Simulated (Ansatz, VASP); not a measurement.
# Rb in VASP and in Ansatz

```xyz
1
Lattice="4.6187 0.0000 0.0000 0.0000 4.6187 0.0000 0.0000 0.0000 4.6187" Properties=species:S:1:pos:R:3 pbc="T T T"
Rb    0.0000    0.0000    0.0000
```

Change from the starting cell: volume scaled by 1, crystal datasets.

Alike in both runs: task single point; functional PBE; k mesh 9 × 9 × 9; occupations fermi-dirac, width 0.08 eV; no spin polarisation.

```csv
,VASP,Ansatz
version,VASP 6.6.1,Ansatz 0.2.0
potentials or method,"VASP PAW PBE potentials, release 64 (Rb_sv), cutoff 520 eV","all-electron PAW with datasets made for the crystal, scalar-relativistic"
```

|  | VASP | Ansatz | Ansatz less VASP |
| --- | --- | --- | --- |
| pressure (GPa) | 0.0 | 0.0 | 0.00 |

Ansatz ran all-electron here, so the differences hold the error of VASP's frozen core and of both bases.
